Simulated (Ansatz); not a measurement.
**Pressure coefficients of TiO$_{2}$**

```yaml
crystal:
  lattice:
    - [-1.89250, 1.89250, 4.75700]
    - [1.89250, -1.89250, 4.75700]
    - [1.89250, 1.89250, -4.75700]
  atoms:
    - { symbol: Ti, position: [0.00000, 0.00000, 0.00000] }
    - { symbol: Ti, position: [0.75000, 0.25000, 0.50000] }
    - { symbol: O, position: [0.20660, 0.20660, 0.00000] }
    - { symbol: O, position: [0.95660, 0.45660, 0.50000] }
    - { symbol: O, position: [0.54340, 0.04340, 0.50000] }
    - { symbol: O, position: [0.79340, 0.79340, 0.00000] }
```

The geometry is COD entry 9009086, unchecked; take it as a test cell.

Computed with Ansatz 0.2.0, DFT, PBE, all-electron LAPW, scalar-relativistic.

Numerical set-up: a Γ-centred 13×13×13 k mesh, Fermi–Dirac smearing of 0.08 eV, basis error target 1 meV/atom, no spin polarisation.

The cell is scaled evenly with fractional coordinates held. Semilocal gaps are too small, but their slopes carry over better.

| V/V(cell) | P (GPa) | gap on the k mesh (eV) |
| --- | --- | --- |
| 0.9600 | 16.18 | 2.263 |
| 0.9800 | 10.80 | 2.218 |
| 0.9900 | 8.32 | 2.195 |
| 1.0000 | 5.95 | 2.172 |
| 1.0100 | 3.71 | 2.150 |
| 1.0200 | 1.58 | 2.127 |
| 1.0400 | -2.37 | 2.083 |
| 1.0600 | -5.94 | 2.039 |

From the rows at 0.9900 and 1.0100, what is the bulk modulus at the cell's volume?

B = −ΔP/Δln V = −[(3.71) − (8.32)]/0.02000 = 230.5 GPa.

What are the gap's volume deformation potential and pressure coefficient?

dEg/dln V = (2.150 − 2.195)/0.02000 = -2.25 eV, and dEg/dP = −(dEg/dln V)/B = 9.8 meV/GPa: pressure widens the gap.

Predict the row at V/V(cell) = 0.9400. How far is a linear estimate of P off?

P = 22.14 GPa, gap 2.309 eV. The linear estimate P(cell) − B ln(V/V(cell)) = 20.21 GPa misses by 1.93 GPa, since the modulus grows under compression.
